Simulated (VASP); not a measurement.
# CdSe (Cadmoselite) (P6_3mc) in VASP: settings compared

The runs below take CdSe (Cadmoselite) through band structure, with PBEsol, r2SCAN.

All numbers are computed with VASP 6.6.1; they aren't measurements. Logs are shortened: lines on timing, memory, paths and dates and some standing lists are left out, and cuts for length are marked.

**The experiment to reproduce.**

A printed reference work, data compilation reports, for a bulk crystal of CdSe at 2 K: band gap 1.841 eV.

The results are compared with them further down.

**1. Starting point**

Symmetry: P6_3mc, No. 186, hexagonal system. Conventional cell: a = 4.300 Å, b = 4.300 Å, c = 7.020 Å, α = 90.00°, β = 90.00°, γ = 120.00°. Cd (site symmetry 3m) is surrounded by 4 Se at 2.61 to 2.70 Å. Se (site symmetry 3m) is surrounded by 4 Cd at 2.61 to 2.70 Å.

**2. Band structure, PBEsol**

Contents of INCAR:

```
SYSTEM = CdSe
ALGO = Fast
EDIFF = 1E-6
ENCUT = 520
GGA = PS
ISIF = 2
ISMEAR = 0
LASPH = .TRUE.
LCHARG = .FALSE.
LREAL = .FALSE.
LWAVE = .FALSE.
NELM = 100
PREC = Accurate
SIGMA = 0.02
```

Contents of KPOINTS:

```
k-points
0
G
  8 8 4
  0 0 0
```

Contents of POSCAR:

```
CdSe
1.0
    4.3000000000      0.0000000000      0.0000000000
   -2.1500000000      3.7239092363      0.0000000000
    0.0000000000      0.0000000000      7.0200000000
Cd Se
2 2
Direct
    0.6666666667      0.3333333333      0.5000000000
    0.3333333333      0.6666666667      0.0000000000
    0.6666666667      0.3333333333      0.8850000000
    0.3333333333      0.6666666667      0.3850000000
```

Contents of KPOINTS_OPT:

```
path GMKGALHA,LM,KH
10
line-mode
reciprocal
 0.0000000000  0.0000000000  0.0000000000  G
 0.5000000000  0.0000000000  0.0000000000  M

 0.5000000000  0.0000000000  0.0000000000  M
 0.3333333333  0.3333333333  0.0000000000  K

 0.3333333333  0.3333333333  0.0000000000  K
 0.0000000000  0.0000000000  0.0000000000  G

 0.0000000000  0.0000000000  0.0000000000  G
 0.0000000000  0.0000000000  0.5000000000  A

 0.0000000000  0.0000000000  0.5000000000  A
 0.5000000000  0.0000000000  0.5000000000  L

 0.5000000000  0.0000000000  0.5000000000  L
 0.3333333333  0.3333333333  0.5000000000  H

 0.3333333333  0.3333333333  0.5000000000  H
 0.0000000000  0.0000000000  0.5000000000  A

 0.5000000000  0.0000000000  0.5000000000  L
 0.5000000000  0.0000000000  0.0000000000  M

 0.3333333333  0.3333333333  0.0000000000  K
 0.3333333333  0.3333333333  0.5000000000  H
```

Potentials or basis: VASP PAW PBE potentials, release 64 (Cd, Se).

Launch:

```
$ cat potpaw_PBE.64/Cd/POTCAR potpaw_PBE.64/Se/POTCAR > POTCAR
$ mpirun -np 1 vasp_std > vasp.out
```

OUTCAR:

```text
SYSTEM = CdSe
   EDIFF = 1E-6
   ENCUT = 520
   GGA = PS
   ISIF = 2
   ISMEAR = 0
   LASPH = .TRUE.
   LREAL = .FALSE.
   NELM = 100
   PREC = Accurate

 ion  position               nearest neighbor table
   1  0.667  0.333  0.500-   4 2.61   4 2.61   4 2.61   3 2.70
   2  0.333  0.667  0.000-   3 2.61   3 2.61   3 2.61   4 2.70
   3  0.667  0.333  0.885-   2 2.61   2 2.61   2 2.61   1 2.70
   4  0.333  0.667  0.385-   1 2.61   1 2.61   1 2.61   2 2.70

  LATTYP: Found a hexagonal cell.
 ALAT       =     4.3000000000
 C/A-ratio  =     1.6325581395

  Lattice vectors:

 A1 = (   4.3000000000,   0.0000000000,   0.0000000000)
 A2 = (  -2.1500000000,   3.7239092363,   0.0000000000)
 A3 = (   0.0000000000,   0.0000000000,   7.0200000000)

Analysis of symmetry for initial positions (statically):
=====================================================================
 Subroutine PRICEL returns:
 Original cell was already a primitive cell.

 Routine SETGRP: Setting up the symmetry group for a
 hexagonal supercell.

 Subroutine GETGRP returns: Found 12 space group operations
 (whereof  6 operations were pure point group operations)
 out of a pool of 24 trial point group operations.

The static configuration has the point symmetry C_3v.
 The point group associated with its full space group is C_6v.

Analysis of symmetry for dynamics (positions and initial velocities):
=====================================================================
 Subroutine PRICEL returns:
 Original cell was already a primitive cell.

 Routine SETGRP: Setting up the symmetry group for a
 hexagonal supercell.

 Subroutine GETGRP returns: Found 12 space group operations
 (whereof  6 operations were pure point group operations)
 out of a pool of 24 trial point group operations.

The dynamic configuration has the point symmetry C_3v.
 The point group associated with its full space group is C_6v.

 Subroutine INISYM returns: Found 12 space group operations
 (whereof  6 operations are pure point group operations),
 and found     1 'primitive' translations

----------------------------------------------------------------------------------------

                                     Primitive cell

  volume of cell :     112.4099

  direct lattice vectors                    reciprocal lattice vectors
     4.300000000  0.000000000  0.000000000     0.232558140  0.134267504  0.000000000
    -2.150000000  3.723909236  0.000000000     0.000000000  0.268535009  0.000000000
     0.000000000  0.000000000  7.020000000     0.000000000  0.000000000  0.142450142

  length of vectors
     4.300000000  4.300000000  7.020000000     0.268535009  0.268535009  0.142450142

  position of ions in fractional coordinates (direct lattice)
     0.666666667  0.333333333  0.500000000
     0.333333333  0.666666667  0.000000000
     0.666666667  0.333333333  0.885000000
     0.333333333  0.666666667  0.385000000

  ion indices of the primitive-cell ions
   primitive index   ion index
                 1           1
                 2           2
                 3           3
                 4           4

----------------------------------------------------------------------------------------

 KPOINTS: k-points

Automatic generation of k-mesh.
 Grid dimensions read from file:
 generate k-points for:    8    8    4

 Generating k-lattice:

  Cartesian coordinates                     Fractional coordinates (reciprocal lattice)
     0.029069767  0.016783438  0.000000000     0.125000000  0.000000000  0.000000000
     0.000000000  0.033566876  0.000000000     0.000000000  0.125000000  0.000000000
     0.000000000  0.000000000  0.035612536     0.000000000  0.000000000  0.250000000

  Length of vectors
     0.033566876  0.033566876  0.035612536

  Shift w.r.t. Gamma in fractional coordinates (k-lattice)
     0.000000000  0.000000000  0.000000000

 Subroutine IBZKPT returns following result:
 ===========================================

 Found     30 irreducible k-points:

 Following reciprocal coordinates:
            Coordinates               Weight
  0.000000  0.000000  0.000000      1.000000
  0.125000 -0.000000  0.000000      6.000000
  0.250000 -0.000000  0.000000      6.000000
  0.375000 -0.000000  0.000000      6.000000
  0.500000 -0.000000  0.000000      3.000000
  0.125000  0.125000  0.000000      6.000000
[... 16 lines left out ...]
  0.250000 -0.000000  0.500000      6.000000
  0.375000 -0.000000  0.500000      6.000000
 [... further k-points ...]
   k-points           NKPTS =     30   k-points in BZ     NKDIM =     30   number of bands    NBANDS=     22
   number of dos      NEDOS =    301   number of ions     NIONS =      4
   total plane-waves  NPLWV =  55296
   dimension x,y,z NGX =    32 NGY =   32 NGZ =   54
   dimension x,y,z NGXF=    64 NGYF=   64 NGZF=  108
   ions per type =               2   2
   NGX,Y,Z   is equivalent  to a cutoff of  12.37, 12.37, 12.79 a.u.
   NGXF,Y,Z  is equivalent  to a cutoff of  24.74, 24.74, 25.58 a.u.
 SYSTEM =  CdSe
   PREC   = accura    normal or accurate (medium, high low for compatibility)
   ISTART =      0    job   : 0-new  1-cont  2-samecut
   ICHARG =      2    charge: 1-file 2-atom 10-const
   ISPIN  =      1    spin polarized calculation?
   LNONCOLLINEAR =      F non collinear calculations
   LSORBIT =      F    spin-orbit coupling
   LASPH  =      T    aspherical Exc in radial PAW
   ENCUT  =  520.0 eV  38.22 Ry    6.18 a.u.   8.00  8.00 13.05*2*pi/ulx,y,z
   NELM   =    100;   NELMIN=  2; NELMDL= -5     # of ELM steps
   EDIFF  = 0.1E-05   stopping-criterion for ELM
   LREAL  =      F    real-space projection
   EDIFFG = 0.1E-04   stopping-criterion for IOM
   NSW    =      0    number of steps for IOM
   IBRION =     -1    ionic relax: 0-MD 1-quasi-New 2-CG
   NFREE  =      0    steps in history (QN), initial steepest desc. (CG)
   ISIF   =      2    stress and relaxation
   ISYM   =      2    0-nonsym 1-usesym 2-fastsym
   POTIM  = 0.5000    time-step for ionic-motion
   TEBEG  =    0.0;   TEEND  =   0.0 temperature during run
   PSTRESS=    0.0 pullay stress
   NELECT =      36.0000    total number of electrons
   NUPDOWN=      -1.0000    fix difference up-down
   EMIN   =  10.00;   EMAX   =-10.00  energy-range for DOS
   EFERMI =   0.00;   METHOD = LEGACY
   ISMEAR =     0;   SIGMA  =   0.02  broadening in eV -4-tet -1-fermi 0-gaus
   EFERMI_NEDOS =   21; number of points for ismear=-14 and -15
   IALGO  =     68    algorithm
   IMIX   =      4    mixing-type and parameters
     AMIX     =   0.40;   BMIX     =  1.00
     AMIX_MAG =   1.60;   BMIX_MAG =  1.00
  volume/ion in A,a.u.               =      28.10       189.64
  Fermi-wavevector in a.u.,A,eV,Ry     =   1.120059  2.116604 17.068937  1.254531
  Thomas-Fermi vector in A             =   2.256702
   LORBIT       =      0    0 simple, 1 ext, 2 COOP (PROOUT), +10 PAW based schemes
   GGA     = PS    functional components
   LHFCALC =     F    Hartree Fock is set to
   AEXX    =    0.0000 exact exchange contribution
   IVDW    =     0    specifies the selected vdW correction
   LEPSILON=     F    determine dielectric tensor
   LRPA    =     F    only Hartree local field effects (RPA)
 non-spin polarized calculation
 RMM-DIIS sequential band-by-band and
 Gauss-broadening in eV      SIGMA  =   0.02
  energy-cutoff  :      520.00
  volume of cell :      112.41
 maximum number of plane-waves:      3042
 NGX is ok and might be reduce to    32
   NGX = 15   NGY = 15   NGZ = 27

 number of electron      35.9999998 magnetization

 Free energy of the ion-electron system (eV)
  ---------------------------------------------------
  ext. energy  EPLUGINS =         0.00000000
  ---------------------------------------------------
  free energy    TOTEN  =       -12.33179833 eV

  energy without entropy =      -12.33179833  energy(sigma->0) =      -12.33179833

 E-fermi :   0.9272     XC(G=0):  -9.0938

 val. band max:        0.8059916403   @ k =   0.0000   0.0000   0.0000
 cond. band min:       1.3857585917   @ k =   0.0000   0.0000   0.0000
 fundamental gap:      0.5797669514
 Fermi energy:         0.9272274584

 k-point     1 :       0.0000    0.0000    0.0000
  band No.  band energies     occupation
      1     -11.8182      2.00000
      2     -11.4445      2.00000
      3      -7.1081      2.00000
      4      -7.1081      2.00000
      5      -7.0523      2.00000
      6      -7.0523      2.00000
[... 14 lines left out ...]
     21       6.6013      0.00000
     22       6.6053      0.00000

 k-point     2 :       0.1250   -0.0000    0.0000
  band No.  band energies     occupation
      1     -11.7684      2.00000
      2     -11.4202      2.00000
      3      -7.0873      2.00000
      4      -7.0797      2.00000
      5      -7.0301      2.00000
      6      -7.0262      2.00000
[... 14 lines left out ...]
     21       6.1422      0.00000
     22       6.8717      0.00000

 k-point     3 :       0.2500   -0.0000    0.0000
  band No.  band energies     occupation
      1     -11.6423      2.00000
      2     -11.3656      2.00000
      3      -7.0411      2.00000
      4      -7.0247      2.00000
      5      -6.9625      2.00000
      6      -6.9431      2.00000
[... 14 lines left out ...]
     21       5.9182      0.00000
     22       6.6052      0.00000

 k-point     4 :       0.3750   -0.0000    0.0000
  band No.  band energies     occupation
      1     -11.5023      2.00000
      2     -11.3227      2.00000
      3      -7.0039      2.00000
      4      -6.9982      2.00000
      5      -6.8995      2.00000
      6      -6.8612      2.00000
[... 14 lines left out ...]
     21       5.6936      0.00000
     22       6.6469      0.00000

 k-point     5 :       0.5000   -0.0000    0.0000
  band No.  band energies     occupation
      1     -11.4340      2.00000
      2     -11.3147      2.00000
      3      -6.9919      2.00000
      4      -6.9918      2.00000
      5      -6.8744      2.00000
      6      -6.8172      2.00000
[... 14 lines left out ...]
     21       5.5024      0.00000
     22       6.8843      0.00000

 k-point     6 :       0.1250    0.1250    0.0000
  band No.  band energies     occupation
      1     -11.6803      2.00000
      2     -11.3808      2.00000
      3      -7.0559      2.00000
      4      -7.0349      2.00000
      5      -6.9840      2.00000
      6      -6.9712      2.00000
[... 14 lines left out ...]
     21       5.8399      0.00000
     22       6.6438      0.00000

 k-point     7 :       0.2500    0.1250    0.0000
  band No.  band energies     occupation
      1     -11.5461      2.00000
      2     -11.3333      2.00000
      3      -7.0215      2.00000
      4      -6.9906      2.00000
      5      -6.9209      2.00000
      6      -6.8997      2.00000
[... 324 lines left out ...]
      6      -6.8770      2.00000
[... 14 lines left out ...]
     21       5.6973      0.00000
     22       6.4931      0.00000

 k-point    21 :       0.0000    0.0000    0.5000
  band No.  band energies     occupation
      1     -11.6305      2.00000
      2     -11.6305      2.00000
      3      -7.0844      2.00000
      4      -7.0844      2.00000
      5      -7.0844      2.00000
      6      -7.0844      2.00000
[... 14 lines left out ...]
     21       6.5303      0.00000
     22       6.5309      0.00000

 k-point    22 :       0.1250   -0.0000    0.5000
  band No.  band energies     occupation
      1     -11.5924      2.00000
      2     -11.5924      2.00000
      3      -7.0604      2.00000
      4      -7.0604      2.00000
      5      -7.0586      2.00000
      6      -7.0586      2.00000
[... 14 lines left out ...]
     21       5.9607      0.00000
     22       5.9607      0.00000

 k-point    23 :       0.2500   -0.0000    0.5000
  band No.  band energies     occupation
      1     -11.4997      2.00000
      2     -11.4997      2.00000
      3      -7.0032      2.00000
      4      -7.0032      2.00000
      5      -6.9976      2.00000
      6      -6.9976      2.00000
[... 14 lines left out ...]
     21       5.6822      0.00000
     22       5.6822      0.00000

 k-point    24 :       0.3750   -0.0000    0.5000
  band No.  band energies     occupation
      1     -11.4061      2.00000
      2     -11.4061      2.00000
      3      -6.9646      2.00000
      4      -6.9646      2.00000
      5      -6.9497      2.00000
      6      -6.9497      2.00000
[... 14 lines left out ...]
     21       5.6038      0.00000
     22       5.6038      0.00000

 [... further k-points ...]

------------------------ aborting loop because EDIFF is reached ----------------------------------------

  FORCE on cell =-STRESS in cart. coord.  units (eV):
  Direction    XX          YY          ZZ          XY          YZ          ZX
  --------------------------------------------------------------------------------------
  -------------------------------------------------------------------------------------
  Total        0.7959494      0.7959494     -0.5319269      0.0000000      0.0000000     -0.0000000
  in kB       11.3446575     11.3446575     -7.5815482      0.0000000      0.0000000     -0.0000000
  external PRESSURE =       5.0359223 kB  Pullay stress =       0.0000000 kB

 VOLUME and BASIS-vectors are now :
 -----------------------------------------------------------------------------
  energy-cutoff  :      520.00
  volume of cell :      112.41
      direct lattice vectors                 reciprocal lattice vectors
     4.300000000  0.000000000  0.000000000     0.232558140  0.134267504  0.000000000
    -2.150000000  3.723909236  0.000000000     0.000000000  0.268535009  0.000000000
     0.000000000  0.000000000  7.020000000     0.000000000  0.000000000  0.142450142

 POSITION                                       TOTAL-FORCE (eV/Angst)
 -----------------------------------------------------------------------------------
      2.15000      1.24130      3.51000        -0.000000      0.000000      0.274255
     -0.00000      2.48261      0.00000         0.000000      0.000000      0.274255
      2.15000      1.24130      6.21270        -0.000000      0.000000     -0.274255
     -0.00000      2.48261      2.70270         0.000000     -0.000000     -0.274255
 -----------------------------------------------------------------------------------
    total drift:                               -0.000000     -0.000000      0.000217

  FREE ENERGIE OF THE ION-ELECTRON SYSTEM (eV)
  ---------------------------------------------------
  free  energy   TOTEN  =       -12.3317983310 eV

  energy  without entropy=      -12.3317983310  energy(sigma->0) =      -12.33179833
```

It took 2.1 min on 1 thread of Intel Xeon Platinum 8488C (Sapphire Rapids), shared host; peak memory 0.31 GiB.

Results:

```
Free energy             : -12.3318 eV
Pressure                : 0.5 GPa
Largest force           : 0.274 eV/Å
Band gap on the k mesh  : 0.58 eV, direct
Band gap along the path : 0.58 eV, direct
```

Forces on the atoms (eV/Å):
```
Cd   0.000  0.000  0.274
Cd   0.000  0.000  0.274
Se   0.000  0.000 -0.274
Se   0.000  0.000 -0.274
```

Levels at the corners of the path, in eV from the valence-band top:
```
point  band 14  band 15  band 16  band 17  band 18  band 19  band 20  band 21  band 22
    Γ    -0.73    -0.73    -0.01     0.00     0.00     0.58     2.01     5.80     5.80
    M    -3.77    -2.61    -1.88    -1.27    -0.84     3.14     3.20     4.70     6.08
    M    -3.77    -2.61    -1.88    -1.27    -0.84     3.14     3.20     4.70     6.08
    K    -3.90    -3.12    -1.82    -1.82    -1.81     4.25     4.76     4.76     6.96
    K    -3.90    -3.12    -1.82    -1.82    -1.81     4.25     4.76     4.76     6.95
    Γ    -0.73    -0.73    -0.01     0.00     0.00     0.58     2.01     5.80     5.80
    Γ    -0.73    -0.73    -0.01     0.00     0.00     0.58     2.01     5.80     5.80
    A    -2.61    -0.38    -0.38    -0.38    -0.38     2.24     2.24     5.72     5.72
    A    -2.61    -0.38    -0.38    -0.38    -0.38     2.24     2.24     5.72     5.72
    L    -4.29    -1.40    -1.40    -1.31    -1.31     2.88     2.88     4.69     4.69
    L    -4.29    -1.40    -1.40    -1.31    -1.31     2.88     2.88     4.69     4.69
    H    -4.18    -2.53    -2.53    -1.07    -1.07     3.70     3.70     5.79     5.79
    H    -4.18    -2.53    -2.53    -1.07    -1.07     3.70     3.70     5.79     5.80
    A    -2.61    -0.38    -0.38    -0.38    -0.38     2.24     2.24     5.72     5.72
    L    -4.29    -1.40    -1.40    -1.31    -1.31     2.88     2.88     4.69     4.69
    M    -3.77    -2.61    -1.88    -1.27    -0.84     3.14     3.20     4.70     6.08
    K    -3.90    -3.12    -1.82    -1.82    -1.81     4.25     4.76     4.76     6.96
    H    -4.18    -2.53    -2.53    -1.07    -1.07     3.70     3.70     5.79     5.79
```

Caveat: the PAW data sets were made with another functional, which shifts forces and pressure a little.

[end of part 1 of 2]
